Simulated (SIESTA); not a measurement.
Runs of SIESTA 5.4.2 on Hg. The cell holds a slab with vacuum, 4 atoms: a = 3.029 Å, b = 3.029 Å, c = 24.119 Å, α = 90.00°, β = 90.00°, γ = 84.97°. The slab is cut from a database's or a generator's crystal, which needn't be the stable form of the element.

```tsv
potentials or basis	gap on the mesh (eV)	largest force (eV/Å)
PseudoDojo 0.4 standard (PBE files), DZP (energy shift 0.003 Ry; two zetas on semicore shells)	none	0.16
PseudoDojo 0.4 stringent (PBE files), DZP (energy shift 0.003 Ry; two zetas on semicore shells)	none	0.14
SG15 1.2 (PBE files) or PseudoDojo by element, DZP (energy shift 0.003 Ry; two zetas on semicore shells)	none	(a)
PseudoDojo 0.5 standard (PBE files), DZP (energy shift 0.003 Ry; two zetas on semicore shells)	none	0.16
SPMS 1.0 (PBE files) or PseudoDojo by element, DZP (energy shift 0.003 Ry; two zetas on semicore shells)	none	0.46
Ansatz (PBE files), DZP (energy shift 0.003 Ry; two zetas on semicore shells)	none	0.16
```

Alike in all rows: task single point; level PBE; no spin polarisation; cell as given; k mesh 9 × 9 × 1; smearing fermi-dirac 0.05 eV; grid cutoff 800 Ry; energy shift 0.003 Ry.

Question: Estimate the missing entries.

Answer: (a) 0.55.

Caveats: the basis of atomic orbitals isn't converged, which shifts pressures, moduli and gaps; the valence orbitals were made in a potential fitted to the semicore shell under them, which widens gaps by tenths of an eV or more (some runs).

A k mesh can miss the band edges, and the runs leave out spin-orbit coupling on Hg.

A gap of «none» marks a metal or a gap under the smearing width.
